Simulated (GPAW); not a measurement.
This GPAW 26.7.0 run on CuO needs a look.

Contents of run.py:

```python
from ase.dft.bandgap import bandgap
from ase.io import read, write
from ase.units import GPa
from gpaw import GPAW, PW

atoms = read('CuO.xyz')

calc = GPAW(mode=PW(800),
            xc='PBE',
            kpts={'size': (5, 5, 3), 'gamma': True},
            occupations={'name': 'fermi-dirac', 'width': 0.05},
            nbands=33,
            convergence={'density': 1e-05, 'energy': 1e-05},
            maxiter=5,
            txt='gpaw.txt')
atoms.calc = calc
energy = atoms.get_potential_energy()
forces = atoms.get_forces()
stress = atoms.get_stress()
calc.write('gs.gpw')
write('result.traj', atoms)
print(f'Energy: {energy:.6f} eV')
print('Forces (eV/A):')
print(forces.round(4))
print('Stress (GPa):', (stress / GPa).round(3))
print('Fermi level:', round(calc.get_fermi_level(), 4), 'eV')
print(f'Gap: {bandgap(calc)[0]:.4f} eV, direct: {bandgap(calc, direct=True)[0]:.4f} eV')
```

The input CuO.xyz:

```xyz
4
Lattice="3.1754955000 -0.0952648650 0.0000000000 -0.0952648650 3.1754955000 0.0000000000 0.0000000000 0.0000000000 4.6495318700" Properties=species:S:1:pos:R:3 pbc="T T T"
Cu     0.0000000000      0.0000000000      0.0000000000
Cu     1.5401153175      1.5401153175      0.0000000000
O      1.5877477500     -0.0476324325      1.2414250093
O     -0.0476324325      1.5877477500      3.4081068607
```

Potentials or basis: GPAW PAW data sets (gpaw-data 1.2.1), pw.

The run is started by

```bash
$ OMP_NUM_THREADS=1 python run.py
```

gpaw.txt:

```text
__  _  _
 | _ |_)|_||  |
 |__||  | ||/\| - 26.7.0

Input parameters:
  mode=PW(ecut=800.0),
  convergence={'density': 1e-05, 'energy': 1e-05},
  kpts=MonkhorstPack(size=(5, 5, 3), gamma=True),
  maxiter=5,
  nbands=33,
  occupations=Occupations(name='fermi-dirac', width=0.05),
  xc=XC(name='PBE')

Diagonalizing LCAO Hamiltonian
Converting LCAO to pw mode

        O

           O
       Cu   Cu

Atoms  # Å, Bohr magnetons
|   | symbol |         x |         y |        z |    initial magnetic moments |
|---|--------|-----------|-----------|----------|-----------------------------|
| 0 |     Cu |  0.000000 |  0.000000 | 0.000000 | ( 0.0000,  0.0000,  0.0000) |
| 1 |     Cu |  1.540115 |  1.540115 | 0.000000 | ( 0.0000,  0.0000,  0.0000) |
| 2 |      O |  1.587748 | -0.047632 | 1.241425 | ( 0.0000,  0.0000,  0.0000) |
| 3 |      O | -0.047632 |  1.587748 | 3.408107 | ( 0.0000,  0.0000,  0.0000) |

Unit cell  # Å
| periodic |         x |         y |        z |  lengths |    angles |
[... 101 lines left out ...]
    |------|--------|-------------|----------|
    |   2s |  2.000 |     -23.961 |    0.688 |
    |   2p |  4.000 |      -9.029 |    0.598 |
    |    s |        |       3.251 |    0.688 |
    |    p |        |      18.182 |    0.598 |
    |    d |        |       0.000 |    0.619 |

    Using partial waves for O as LCAO basis

Reference energy: -94124.608285  # eV

eigensolver:
  PPCG
  Converge bands: occupied
  niter=2

density mixing:
  MSR1-Mixer
  Pratt-step length: 0.05
  Maximum mixing coefficient: 0.75
  Old densities: 10
  SVD Regularization: 0.005
  Good broyden scale: 1.0
  Trust region scale: 1.0
  Backstep threshold: 4.0
  History deletion threshold: 6.0
  Fourier metric: weight=20.0, sigma=0.015

occupation numbers:
  Fermi-Dirac:
    width: 0.0500  # eV

poisson solver:
  ecut: 6400.0  # eV

xc functional:
  name: PBE with 2 nearest neighbor stencil

convergence criteria:
- Maximum integral of absolute [dens]ity change: 1e-05 electrons / valence electron
- Maximum [total energy] change in last 3 cyles: 1e-05 eV / valence electron
- Maximum integral of absolute [eigenst]ate change: 4e-08 eV^2 / valence electron
maximum number of iterations: 5

SCF iterations
|iter     | |      energy | eigst |  dens |
|---------|-|-------------|-------|-------|
|iter:   1| |  -23.315993 | +0.26 |       |
|iter:   2| |  -19.703803 | -1.59 | -0.84 |
|iter:   3| |  -16.734624 | -1.14 | -0.95 |
|iter:   4| |  -16.361873 | -2.45 | -1.43 |
|iter:   5| |  -16.350908 | -2.58 | -1.70 |
```

On the terminal:

```text
gpaw.KohnShamConvergenceError
```

Q: What happened, and what is wrong with the input?

A: The calculation stopped without meeting its thresholds. The input holds a flaw that was put in on purpose: too few SCF iterations allowed.
